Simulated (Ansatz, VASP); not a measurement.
One calculation of CdS (Greenockite), two programs

File INCAR:

```
SYSTEM = CdS
PREC = Accurate ; ENCUT = 520
EDIFF = 1E-8 ; ISMEAR = -1
SIGMA = 0.05 ; LREAL = .FALSE.
LASPH = .TRUE. ; NELM = 80
ALGO = Normal ; ISIF = 2
LWAVE = .FALSE. ; LCHARG = .FALSE.
GGA = CA ; LEPSILON = .TRUE.
IBRION = 8
```

The input KPOINTS:

```
regular mesh
0
G
  7 7 4
  0 0 0
```

Contents of POSCAR:

```
CdS
1.0
    4.1500000000      0.0000000000      0.0000000000
   -2.0750000000      3.5940054257      0.0000000000
    0.0000000000      0.0000000000      6.7370000000
Cd S
2 2
Direct
    0.6666666667      0.3333333333      0.5000000000
    0.3333333333      0.6666666667      0.0000000000
    0.6666666667      0.3333333333      0.8750000000
    0.3333333333      0.6666666667      0.3750000000
```

input.yaml

```yaml
crystal:
  lattice:
    - [4.15, 0.0, 0.0]
    - [-2.075, 3.5940054257, 0.0]
    - [0.0, 0.0, 6.737]
  atoms:
    - { symbol: Cd, position: [0.6666666667, 0.3333333333, 0.5] }
    - { symbol: Cd, position: [0.3333333333, 0.6666666667, 0.0] }
    - { symbol: S, position: [0.6666666667, 0.3333333333, 0.875] }
    - { symbol: S, position: [0.3333333333, 0.6666666667, 0.375] }
hamiltonian:
  xc: lda
  pseudopotentials: { kind: paw }
kpoints:
  mp_grid: { grid: [7, 7, 4] }
scf:
  occupations: { method: fixed }
output:
  eigenvalues: true
dielectric:
  method: response
```

Alike in both runs: task Born charges and dielectric tensor; functional LDA; k mesh 7 × 7 × 4; no spin polarisation.

|  | VASP | Ansatz |
| --- | --- | --- |
| version | VASP 6.6.1 | Ansatz 0.2.0 |
| potentials or method | VASP PAW LDA potentials, release 64 (Cd, S) | Ansatz PAW |
| plane-wave cutoff (eV) | 520 | 420 |
| occupations | fermi-dirac, width 0.05 eV | fixed |
| valence electrons in the cell | 36 | 52 |

|  | VASP | Ansatz | Ansatz less VASP |
| --- | --- | --- | --- |
| gap on the k mesh at the Fermi level (eV) | 0.94 | 0.91 | -0.027 |
| least direct gap on the mesh (eV) | 0.94 | 0.91 | -0.027 |
| mean electronic dielectric constant | 7.44 | 6.56 | -0.887 |
| mean Born charge of the atom that differs most (e) | 2.20 | 2.16 | -0.044 |

The two sets of potentials don't hold the same shells in valence.

Caveats: odd divisions of the mesh miss points on the zone boundary, where band edges often lie, so the gap on the mesh can be too wide (Ansatz). As with any semilocal functional, this LDA gap is likely too small.
